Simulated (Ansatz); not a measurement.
The system is CdF2.

```
Cd F
1.0
     0.00000    2.69400    2.69400
     2.69400    0.00000    2.69400
     2.69400    2.69400    0.00000
Cd F
1 2
Direct
  0.00000 0.00000 0.00000
  0.75000 0.75000 0.75000
  0.25000 0.25000 0.25000
```

Base run:

* Program: Ansatz 0.2.0
* Functional: PBE
* Potentials or basis: all-electron LAPW, scalar-relativistic
* Cutoff: 317 eV
* Density cutoff: 1267 eV
* Basis error allowed: 0.001 eV/atom
* k mesh: 9 × 9 × 9
* Occupations: fermi-dirac, width 0.05 eV
* Spin: no spin polarisation

Its results: band gap on the k mesh 3.12 eV, indirect (least direct gap 3.60 eV); pressure 5.4 GPa.

Question: After a change of settings the same cell gave: band gap on the k mesh 2.96 eV, indirect (least direct gap 3.42 eV); pressure -0.2 GPa. Which change was it?
A. functional from PBE to PBEsol
B. basis error allowed from 0.001 eV/atom to 0.002 eV/atom
C. functional from PBE to LDA; basis error allowed from 0.001 eV/atom to 0.002 eV/atom

Answer: A.

PBEsol binds more tightly than PBE, so the same cell stands under less pressure.

Caveats: an odd mesh through Γ misses points on the zone boundary, where band edges often lie.

Not every run made on this cell is shown here.
